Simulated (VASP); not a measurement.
Input of a VASP 6.6.1 run:

Contents of POSCAR:

```
SiC
1.0
    3.0941104296      0.0000000000      0.0000000000
   -1.5470552148      2.6795782342      0.0000000000
    0.0000000000      0.0000000000     15.1824247821
  Si              C
     6     6
Direct
     0.0000000000000000    0.0000000000000000    0.1250433446834620
     0.0000000000000000    0.0000000000000000    0.6250433446834620
     0.3333333332999970    0.6666666667000030    0.2918075409441343
     0.6666666667000030    0.3333333332999970    0.7918075409441343
     0.3333333332999970    0.6666666667000030    0.9583136039422371
     0.6666666667000030    0.3333333332999970    0.4583136039422371
     0.0000000000000000    0.0000000000000000    0.9996918211560271
     0.0000000000000000    0.0000000000000000    0.4996918211560271
     0.3333333332999970    0.6666666667000030    0.1668300622368051
     0.6666666667000030    0.3333333332999970    0.6668300622368051
     0.3333333332999970    0.6666666667000030    0.8333136270373345
     0.6666666667000030    0.3333333332999970    0.3333136270373345
```

INCAR.step1

```
SYSTEM = SiC
PREC     = Accurate       ! precision mode
ENCUT    = 600            ! plane-wave cutoff, eV
EDIFF    = 1E-8           ! SCF threshold, eV
ISMEAR   = 0              ! smearing method
SIGMA    = 0.03           ! smearing width, eV
LREAL    = .False.        ! projectors in reciprocal space
LASPH    = .True.         ! aspherical terms in the spheres
NELM     = 80             ! most SCF steps
ALGO     = Fast           ! electronic algorithm
ISIF     = 3              ! what is computed and relaxed
LWAVE    = .False.        ! write WAVECAR
LCHARG   = .False.        ! write CHGCAR
GGA      = PE             ! functional
KPAR     = 4            
IBRION   = 2              ! ionic algorithm
NSW      = 40             ! ionic steps
EDIFFG   = -0.002         ! ionic threshold
```

INCAR.step2

```
SYSTEM = SiC
PREC     = Accurate       ! precision mode
ENCUT    = 600            ! plane-wave cutoff, eV
EDIFF    = 1E-8           ! SCF threshold, eV
ISMEAR   = 0              ! smearing method
SIGMA    = 0.03           ! smearing width, eV
LREAL    = .False.        ! projectors in reciprocal space
LASPH    = .True.         ! aspherical terms in the spheres
NELM     = 80             ! most SCF steps
ALGO     = Fast           ! electronic algorithm
ISIF     = 2              ! what is computed and relaxed
LWAVE    = .False.        ! write WAVECAR
LCHARG   = .False.        ! write CHGCAR
GGA      = PE             ! functional
KPAR     = 4            
IBRION   = 6              ! ionic algorithm
NFREE    = 2            
POTIM    = 0.015          ! step
NSW      = 1              ! ionic steps
```

Contents of KPOINTS:

```
regular mesh
0
Gamma
  12 12 2
  0 0 0
```

Potentials or basis: VASP PAW PBE potentials, release 64 (Si, C).

Launch:

```bash
$ cat potpaw_PBE.64/Si/POTCAR potpaw_PBE.64/C/POTCAR > POTCAR
$ cp INCAR.step1 INCAR
$ mpirun -np 4 vasp_std > vasp.out
$ cp CONTCAR POSCAR
$ cp INCAR.step2 INCAR
$ mpirun -np 4 vasp_std > vasp.out
```

(1) What does it give for the highest phonon frequency at Γ, LO-TO splitting left out?

Answers

(1) 920 cm⁻¹.
